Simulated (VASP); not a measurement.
# Fe: Hubbard U by linear response

Fe, Im-3m (no. 229), 8 atoms in the cell. LDA, linear-response Hubbard U; PAW potentials Fe (LDA set).

Shifted element: Fe; Shifted shell (l): 2; Cell repeated: 2 × 2 × 2; Shifts (eV): -0.2, 0.2; Shifts on single spins too: yes.

## Input

INCAR.step1:
```
SYSTEM = Fe
  PREC = Accurate
  ENCUT = 450
  EDIFF = 1E-7
  NELM = 200
  ALGO = Normal
  ISMEAR = 1
  SIGMA = 0.1
  LREAL = .False.
  LASPH = .True.
  LMAXMIX = 4
  LORBIT = 11
  LWAVE = .True.
  LCHARG = .True.
  GGA = CA
  VOSKOWN = 1
  ISPIN = 2
  MAGMOM = 3.5 3.5 3.5 3.5 3.5 3.5 3.5 3.5
  AMIX = 0.2
  BMIX = 1E-4
  AMIX_MAG = 0.8
  BMIX_MAG = 1E-4
```

INCAR.step2, as INCAR.step1 but for:
```
- LWAVE = .True.
- LCHARG = .True.
+ LWAVE = .False.
+ LCHARG = .False.
+ LDAU = .True.
+ LDAUTYPE = 3
+ LDAUL = 2 -1
+ LDAUU = -0.2 0
+ LDAUJ = -0.2 0
+ LDAUPRINT = 1
+ ISTART = 1
+ ICHARG = 11
```

INCAR.step3, as INCAR.step2 but for:
```
- ICHARG = 11
+ ICHARG = 1
```

INCAR.step4, as INCAR.step3 but for:
```
- LDAUU = -0.2 0
- LDAUJ = -0.2 0
- ICHARG = 1
+ LDAUU = 0.2 0
+ LDAUJ = 0.2 0
+ ICHARG = 11
```

INCAR.step5, as INCAR.step4 but for:
```
- ICHARG = 11
+ ICHARG = 1
```

INCAR.step6, as INCAR.step5 but for:
```
- LDAUU = 0.2 0
- LDAUJ = 0.2 0
- ICHARG = 1
+ LDAUU = -0.2 0
+ LDAUJ = 0 0
+ ICHARG = 11
```

INCAR.step7, as INCAR.step6 but for:
```
- ICHARG = 11
+ ICHARG = 1
```

INCAR.step8, as INCAR.step7 but for:
```
- LDAUU = -0.2 0
- ICHARG = 1
+ LDAUU = 0.2 0
+ ICHARG = 11
```

INCAR.step9, as INCAR.step8 but for:
```
- ICHARG = 11
+ ICHARG = 1
```

INCAR.step10, as INCAR.step9 but for:
```
- LDAUU = 0.2 0
- LDAUJ = 0 0
- ICHARG = 1
+ LDAUU = 0 0
+ LDAUJ = -0.2 0
+ ICHARG = 11
```

INCAR.step11, as INCAR.step10 but for:
```
- ICHARG = 11
+ ICHARG = 1
```

INCAR.step12, as INCAR.step11 but for:
```
- LDAUJ = -0.2 0
- ICHARG = 1
+ LDAUJ = 0.2 0
+ ICHARG = 11
```

INCAR.step13, as INCAR.step12 but for:
```
- ICHARG = 11
+ ICHARG = 1
```

KPOINTS:
```
k-points
0
Gamma
  7 7 7
```

POSCAR:
```
Fe
1.0
   -2.8860000000      2.8860000000      2.8860000000
    2.8860000000     -2.8860000000      2.8860000000
    2.8860000000      2.8860000000     -2.8860000000
Fe Fe
1 7
Direct
    0.0000000000      0.0000000000      0.0000000000
    0.0000000000      0.0000000000      0.5000000000
    0.0000000000      0.5000000000      0.0000000000
    0.0000000000      0.5000000000      0.5000000000
    0.5000000000      0.0000000000      0.0000000000
    0.5000000000      0.0000000000      0.5000000000
    0.5000000000      0.5000000000      0.0000000000
    0.5000000000      0.5000000000      0.5000000000
```

Commands (each step's output is kept before the next begins):
```
cat potpaw_LDA.64/Fe/POTCAR potpaw_LDA.64/Fe/POTCAR > POTCAR
cp INCAR.step1 INCAR
mpirun -np 8 vasp_std > vasp.out
cp CHGCAR CHGCAR.0
cp WAVECAR WAVECAR.0
cp INCAR.step2 INCAR
mpirun -np 8 vasp_std > vasp.out
cp CHGCAR.0 CHGCAR
cp WAVECAR.0 WAVECAR
cp INCAR.step3 INCAR
mpirun -np 8 vasp_std > vasp.out
cp CHGCAR.0 CHGCAR
cp WAVECAR.0 WAVECAR
cp INCAR.step4 INCAR
mpirun -np 8 vasp_std > vasp.out
cp CHGCAR.0 CHGCAR
cp WAVECAR.0 WAVECAR
cp INCAR.step5 INCAR
mpirun -np 8 vasp_std > vasp.out
cp CHGCAR.0 CHGCAR
cp WAVECAR.0 WAVECAR
cp INCAR.step6 INCAR
mpirun -np 8 vasp_std > vasp.out
cp CHGCAR.0 CHGCAR
cp WAVECAR.0 WAVECAR
cp INCAR.step7 INCAR
mpirun -np 8 vasp_std > vasp.out
cp CHGCAR.0 CHGCAR
cp WAVECAR.0 WAVECAR
cp INCAR.step8 INCAR
mpirun -np 8 vasp_std > vasp.out
cp CHGCAR.0 CHGCAR
cp WAVECAR.0 WAVECAR
cp INCAR.step9 INCAR
mpirun -np 8 vasp_std > vasp.out
cp CHGCAR.0 CHGCAR
cp WAVECAR.0 WAVECAR
cp INCAR.step10 INCAR
mpirun -np 8 vasp_std > vasp.out
cp CHGCAR.0 CHGCAR
cp WAVECAR.0 WAVECAR
cp INCAR.step11 INCAR
mpirun -np 8 vasp_std > vasp.out
cp CHGCAR.0 CHGCAR
cp WAVECAR.0 WAVECAR
cp INCAR.step12 INCAR
mpirun -np 8 vasp_std > vasp.out
cp CHGCAR.0 CHGCAR
cp WAVECAR.0 WAVECAR
cp INCAR.step13 INCAR
mpirun -np 8 vasp_std > vasp.out
```

## Result

- U (eV): 4.2
- U from spin-resolved response (eV): 4.5
- J from spin-resolved response (eV): 0.5
- Bare response (electrons/eV): 1.113
- Relaxed response (electrons/eV): 0.195

Electrons in the shifted shell, density kept fixed:

| Shift (eV) | Electrons |
|---|---|
| -0.20 | 5.996 |
| 0.00 | 6.219 |
| 0.20 | 6.441 |

Electrons in the shifted shell, density relaxed:

| Shift (eV) | Electrons |
|---|---|
| -0.20 | 6.181 |
| 0.00 | 6.219 |
| 0.20 | 6.259 |

Limits: The slopes are limited by the printed digits (0.001 electrons) and by how far each density was converged.

VASP 6.6.1 took 149 s on 8 cores (Intel Xeon 6975P-C (Granite Rapids)), a shared host.
